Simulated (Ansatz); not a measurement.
# ScAl3: strain energy, fitted

ScAl3, Pm-3m, a = 4.105 Å. The structure is a Materials Project entry; whether it is the stable form wasn't checked. Ansatz: PBE, PAW, 420 eV, Γ-centred 12×12×12 mesh on 4 atoms, Gaussian smearing 0.10 eV; no spin polarisation. Series: biaxial strain in the a-b plane, c and atoms relaxed; x is the strain in per cent. y is the free energy over the unstrained cell, V0 = 17.298 Å³/atom.

```tsv
x (%)	y (meV/atom)
-6.0	94.64
-4.0	39.85
-2.0	?
0.0	0.00
2.0	8.13
4.0	30.70
6.0	64.82
```

**Question.** Fit y = c2 x² + c3 x³ to the other rows, turn c2 into a modulus, and predict the missing energy.

**Answer.** Least squares on the rows shown. y = 2.2129 x² − 0.069239 x³. In eV per unit strain² c2 is 22.13; M is the biaxial modulus (E = M V0 ε²): 22.13 × 160.2 / (17.298) = 205 GPa. At x = -2.0 the fit asked for gives 9.41 meV/atom. The run gave 9.43 meV/atom, so the fit is 0.02 meV/atom too low, within the rms miss on the fitted rows (0.15 meV/atom).